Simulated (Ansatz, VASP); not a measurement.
HfC in VASP and in Ansatz

File INCAR:

```
  PREC = Accurate
  ENCUT = 520
  EDIFF = 1E-8
  ISMEAR = -1
  SIGMA = 0.05
  LREAL = F
  LASPH = T
  NELM = 100
  ALGO = Normal
  ISIF = 2
  LWAVE = F
  LCHARG = F
  GGA = PE
  LEFG = T
  NBANDS = 14
```

KPOINTS

```
regular mesh
0
Gamma
  12 12 12
```

Contents of POSCAR:

```
HfC
1.0
    0.0000000000      2.3015135457      2.3015135457
    2.3015135457      0.0000000000      2.3015135457
    2.3015135457      2.3015135457      0.0000000000
Hf C
1 1
Direct
    0.5000000000      0.5000000000      0.5000000000
    0.0000000000      0.0000000000      0.0000000000
```

Input for Ansatz:

```yaml
crystal:
  lattice:
    - [0.0, 2.3015135457, 2.3015135457]
    - [2.3015135457, 0.0, 2.3015135457]
    - [2.3015135457, 2.3015135457, 0.0]
  atoms:
    - { symbol: Hf, position: [0.5, 0.5, 0.5] }
    - { symbol: C, position: [0.0, 0.0, 0.0] }
kpoints:
  mp_grid: { grid: [12, 12, 12] }
scf:
  occupations: { method: fermi_dirac, width: 0.05 }
hamiltonian:
  xc: pbe
  pseudopotentials: { kind: paw }
output:
  forces: true
  stress: true
  eigenvalues: true
  efg: { contact_densities: true }
```

Change from the starting cell: volume scaled by 0.97, PAW files.

Alike in both runs: task electric field gradients; functional PBE; k mesh 12 × 12 × 12; occupations fermi-dirac, width 0.05 eV; no spin polarisation.

|  | VASP | Ansatz |
| --- | --- | --- |
| version | VASP 6.6.1 | Ansatz 0.2.0 |
| potentials or method | VASP PAW PBE potentials, release 64 (Hf_pv, C) | PAW with Ansatz's default frozen-core files, scalar-relativistic |
| plane-wave cutoff (eV) | 520 | 420 |
| valence electrons in the cell | 14 | 30 |

```tsv
	VASP	Ansatz	Ansatz less VASP
pressure (GPa)	7.3	7.8	+0.54
Vzz of the field gradient on the site that differs most (V/Å²)	0.0	0.0	0.00
```

With one functional, cell and mesh, what is left measures potentials, basis and numerics. The two sets of potentials don't hold the same shells in valence. Ansatz warned: «gradients_without_spin_orbit».

Spin-orbit coupling is left out, which matters for the levels of Hf.
